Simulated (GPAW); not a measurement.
The system is AgBr.

```xyz
2
Lattice="0.0000 2.8702 2.8702 2.8702 0.0000 2.8702 2.8702 2.8702 0.0000" Properties=species:S:1:pos:R:3 pbc="T T T"
Ag    0.0000    0.0000    0.0000
Br    2.8702    2.8702    2.8702
```

Base run:

```yaml
Program: GPAW 26.7.0
Functional: PBE
Potentials_or_basis: GPAW PAW data sets (gpaw-data 1.2.1)
Cutoff: 600 eV
Basis: pw
k_mesh: 8 × 8 × 8
Occupations: fermi-dirac, width 0.05 eV
Spin: no spin polarisation
```

Its results: band gap on the k mesh 0.66 eV, indirect (least direct gap 2.62 eV); pressure 2.5 GPa.

Task: The run is repeated on the same cell with these changes: functional from PBE to PBEsol; potentials or basis from GPAW PAW data sets (gpaw-data 1.2.1) to PAW data sets generated in the run's folder for this functional. What comes out?

Result: Band gap on the k mesh 0.49 eV, indirect (least direct gap 2.46 eV); pressure -1.4 GPa.

A k mesh can miss the band edges.
